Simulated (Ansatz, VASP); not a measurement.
**KTaO3: VASP beside Ansatz**

File POSCAR:

```
KTaO3
1.0
    3.9239613299      0.0000000000      0.0000000000
    0.0000000000      3.9239613299      0.0000000000
    0.0000000000      0.0000000000      4.1201593964
K Ta O
1 1 3
Direct
    0.5000000000      0.5000000000      0.5000000000
    0.0000000000      0.0000000000      0.0000000000
    0.5000000000      0.0000000000      0.0000000000
    0.0000000000      0.5000000000      0.0000000000
    0.0000000000      0.0000000000      0.5000000000
```

File INCAR.step1:

```
  PREC = Accurate
  ENCUT = 520
  ISMEAR = 0
  SIGMA = 0.05
  LREAL = F
  LASPH = T
  NELM = 100
  NBANDS = 27
  GGA = PE
  ALGO = Normal
  EDIFF = 1E-4
  LWAVE = T
  LCHARG = F
```

File INCAR.step2:

```
  PREC = Accurate
  ENCUT = 520
  EDIFF = 1E-7
  ISMEAR = 0
  SIGMA = 0.05
  LREAL = F
  LASPH = T
  NELM = 100
  ALGO = Normal
  ISIF = 2
  LWAVE = F
  LCHARG = F
  METAGGA = R2SCAN
  LMIXTAU = T
  NBANDS = 27
  ISTART = 1
```

The input KPOINTS:

```
regular mesh
0
Gamma
  6 6 6
```

Input for Ansatz:

```yaml
crystal:
  lattice:
    - [3.9239613299, 0.0, 0.0]
    - [0.0, 3.9239613299, 0.0]
    - [0.0, 0.0, 4.1201593964]
  atoms:
    - { symbol: K, position: [0.5, 0.5, 0.5] }
    - { symbol: Ta, position: [0.0, 0.0, 0.0] }
    - { symbol: O, position: [0.5, 0.0, 0.0] }
    - { symbol: O, position: [0.0, 0.5, 0.0] }
    - { symbol: O, position: [0.0, 0.0, 0.5] }
basis:
  ecutwfc: 500
kpoints:
  mp_grid: { grid: [6, 6, 6] }
hamiltonian:
  xc: r2scan
scf:
  occupations: { method: gaussian, width: 0.05 }
output:
  forces: true
  stress: true
  eigenvalues: true
```

Alike in both runs: task single point; functional r2SCAN; k mesh 6 × 6 × 6; occupations gaussian, width 0.05 eV; no spin polarisation.

```csv
,VASP,Ansatz
version,VASP 6.6.1,Ansatz 0.2.0
potentials or method,"VASP PAW PBE potentials, release 64 (K_sv, Ta_pv, O)","scalar-relativistic, plane waves, PAW"
plane-wave cutoff (eV),520,500
valence electrons in the cell,38,40
```

|  | VASP | Ansatz | Ansatz less VASP |
| --- | --- | --- | --- |
| gap on the k mesh at the Fermi level (eV) | 2.53 | 2.56 | +0.029 |
| least direct gap on the mesh (eV) | 3.14 | 3.16 | +0.018 |
| pressure (GPa) | 2.2 | 1.2 | -0.95 |
| largest component of the traceless stress (GPa) | 11.87 | 11.68 | -0.193 |

The two sets of potentials don't hold the same shells in valence.

Caveats: the PAW data sets were made with another functional, which shifts forces and pressure a little (VASP); spin-orbit coupling is left out, which moves the levels of the heavy elements. r2SCAN opens gaps a little over a GGA but as a rule still falls short of measured ones. A k mesh can miss the band edges.
